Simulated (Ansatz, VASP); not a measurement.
**One calculation of Cd, two programs**

The input INCAR:

```
SYSTEM = Cd
PREC = Accurate
ENCUT = 520
EDIFF = 1E-6
ISMEAR = -1
SIGMA = 0.15
LREAL = .False.
LASPH = .True.
NELM = 100
ALGO = Normal
ISIF = 2
LWAVE = .False.
LCHARG = .False.
GGA = PE
NBANDS = 12
```

File KPOINTS:

```
Automatic mesh
0
Gamma
  9 9 9
  0 0 0
```

The input POSCAR:

```
Cd
1.0
    0.0332722500      2.2181500000      2.2181500000
    2.2181500000      0.0332722500      2.2181500000
    2.2514222500      2.2514222500      0.0000000000
Cd
1
Direct
    0.0000000000      0.0000000000      0.0000000000
```

Input for Ansatz:

```yaml
crystal:
  lattice:
    - [0.03327225, 2.21815, 2.21815]
    - [2.21815, 0.03327225, 2.21815]
    - [2.25142225, 2.25142225, 0.0]
  atoms:
    - { symbol: Cd, position: [0.0, 0.0, 0.0] }
basis:
  ecutwfc: 520.0
kpoints:
  mp_grid:
    grid: [9, 9, 9]
hamiltonian:
  xc: pbe
scf:
  occupations:
    method: fermi_dirac
    width: 0.15
output:
  stress: true
```

This isn't the form of Cd at room conditions, which is hcp.

Alike in both runs: task single point; functional PBE; k mesh 9 × 9 × 9; occupations fermi-dirac, width 0.15 eV; no spin polarisation.

|  | VASP | Ansatz |
| --- | --- | --- |
| version | VASP 6.6.1 | Ansatz 0.2.0 |
| potentials or method | VASP PAW PBE potentials, release 64 (Cd) | plane waves, PAW |
| plane-wave cutoff (eV) | 520 | 520 |
| valence electrons in the cell | 12 | 20 |

Ansatz gave:

```
pressure (GPa)                                  : 2.4
largest component of the traceless stress (GPa) : 0.13
```

Estimate VASP's values.

pressure (GPa): 2.7; largest component of the traceless stress (GPa): 0.11.

The two sets of potentials don't hold the same shells in valence.
